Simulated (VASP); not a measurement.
Input:

```
CELL_PARAMETERS angstrom
      2.69428     0.00000     0.00000
     -1.34714     2.33331     0.00000
      0.00000     0.00000     4.37602
ATOMIC_POSITIONS crystal
  Be 0.33063 0.66573 0.99355
  Be 0.67669 0.34640 0.50042
  O  0.32428 0.66119 0.37792
  O  0.66841 0.32669 0.88311
```

Calculation: PBE GGA, VASP's PBE PAW potentials (set 64) (plane waves; VASP). Numerical set-up: 200 eV cut-off, 8×8×8 Γ-centred mesh, Gaussian smearing of 0.010 eV, potentials Be O.

At this cut-off the stress carries a Pulay error, which pulls relaxed volumes low.  Energy and stress use the plane-wave basis of the starting cell.

Q: The ions, cell shape and volume are relaxed. What does this cell relax into?

A: 
```
CELL_PARAMETERS angstrom
      2.39004    -0.00019    -0.00008
     -1.19517     2.07017    -0.00013
     -0.00013    -0.00028     3.88726
ATOMIC_POSITIONS crystal
  Be 0.33335 0.66666 0.00041
  Be 0.66661 0.33333 0.50040
  O  0.33339 0.66677 0.37710
  O  0.66665 0.33324 0.87709
```
Space group P6_3mc (186), at a tolerance of 0.03 Å.

Q: How do energy and volume change from the first to the last step?

A: The energy (σ→0) changes by -1753.2 meV/atom and the volume by -30.1 %, in 23 ionic steps.

The structure comes from a computed database's BeO entry; how it stands against other phases isn't given here. In the starting cell atoms are displaced from their ideal sites. This run relaxes it. The run is one of a series of settings (EDIFFG = -0.01, ENCUT = 200, IBRION = 2, ISIF = 3, NSW = 50, KPOINTS 8×8×8 Γ-centred mesh against the base run), some of them coarse on purpose.
